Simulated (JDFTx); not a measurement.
Au under changes of volume

One of the cells (16.855 Å³/atom); the others are scaled copies at fixed shape and fractional positions:

```
Au
1.0
     0.00000    2.03500    2.03500
     2.03500    0.00000    2.03500
     2.03500    2.03500    0.00000
Au
1
Direct
  0.00000 0.00000 0.00000
```

| Quantity | Value |
| --- | --- |
| Program | JDFTx 1.7.0 (patched build) |
| Functional | r2SCAN |
| Potentials or basis | SG15-PBE-1.2 with smoothed tails |
| Cutoff | 1088 eV |
| Density cutoff | 4354 eV |
| k mesh | 11 × 11 × 11 |
| Occupations | fermi-dirac, width 0.05 eV |
| Spin | no spin polarisation |

```tsv
volume (Å³/atom)	energy over the lowest point (meV/atom)	pressure (GPa)
15.843	94.22	20.6
16.181	56.50	15.2
16.518	?	?
16.855	11.73	6.3
17.192	2.25	2.7
17.529	0.00	-0.5
17.866	4.07	-3.3
```

**Question.** What does the run at 16.518 Å³/atom give?

**Answer.** Energy over the lowest point 29.43 meV/atom; pressure 10.5 GPa.

Worked out: A Birch-Murnaghan fit of order 3 (a polynomial in V^(-2/3)) to the other rows has its minimum at 17.47 Å³/atom with B0 = V·E''(V) = 160 GPa and B' = 5.6. It gives 29.46 meV/atom at 16.518 Å³/atom, against the run's 29.43, and -dE/dV = 10.5 GPa, against 10.5.

Energies are extrapolated to zero smearing.

Caveats: the potentials were made for another functional, which shifts forces and pressure.
